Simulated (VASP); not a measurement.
# SnTe: convergence, self-consistent run

SnTe, F-43m (no. 216), 2 atoms in the cell. PBE; PAW potentials Te, Sn_d (PBE set). VASP 6.6.1.

Wanted: energy within 0.2 meV/atom; levels at the zone centre within 0.003 eV.

What the run is for: comparing ways to start; Accuracy asked: tight.

Levels at the zone centre: counted from the valence top at that point.

POSCAR:
```
SnTe
1.0
    0.0000000000      3.6111460000      3.6111460000
    3.6111460000      0.0000000000      3.6111460000
    3.6111460000      3.6111460000      0.0000000000
Te Sn
1 1
Direct
    0.2500000000      0.2500000000      0.2500000000
    0.0000000000      0.0000000000      0.0000000000
```

## How the run starts (with a second run first, the time holds both)

| How the run starts (with a second run first, the time holds both) | Energy less reference (meV/atom) | Levels at the zone centre, largest deviation (eV) | Time (s) |
|---|---|---|---|
| from scratch: 14 SCF iterations | 0.00 | 0.0000 | 19 |
| orbitals of a nearby geometry (ISTART 1): 14 + 10 SCF iterations | 0.00 | 0.0000 | 58 |
| orbitals and density of a nearby geometry: 14 + 14 SCF iterations | 0.00 | 0.0000 | 64 |
| density of a nearby geometry (ICHARG 1): 14 + 14 SCF iterations | 0.00 | 0.0000 | 64 |
| orbitals in the old basis (ISTART 2), symmetry off: 14 + 9 SCF iterations | 0.09 | 0.0001 | 196 |

Chosen: from scratch: 14 SCF iterations; no other choice that stays within half of the tolerance saves 30 % of the time.

The chosen settings are those of the reference run.

Values of the reference run: Levels at the zone centre: 0, 0, 2.939 eV from the valence top at Gamma.

## The input

INCAR:
```
  GGA = PE
  ISMEAR = 0
  SIGMA = 0.03
  LWAVE = False
  LCHARG = False
  ISIF = 2
  PREC = Accurate
  LASPH = True
  LREAL = False
  ALGO = Normal
  EDIFF = 1E-6
  NELM = 120
  GGA_COMPAT = False
  ENCUT = 400
  EFERMI = MIDGAP
```

KPOINTS:
```
k-points
0
Gamma
  6 6 6
```

Commands:
```
cat potpaw_PBE.64/Te/POTCAR potpaw_PBE.64/Sn_d/POTCAR > POTCAR
mpirun -np 1 vasp_std > vasp.out
```

The chosen input took VASP 6.6.1 19 s on 1 core (Intel Xeon Platinum 8259CL @ 2.50GHz (Skylake/Cascade Lake)), a shared host.

## An input that fails: restart asked without its files

VASP's message: ERROR: charge density could not be read from file CHGCAR for ICHARG>10.

Changes against the starting input:
```
- NELM = 120
+ NELM = 60
+ ICHARG = 11
```
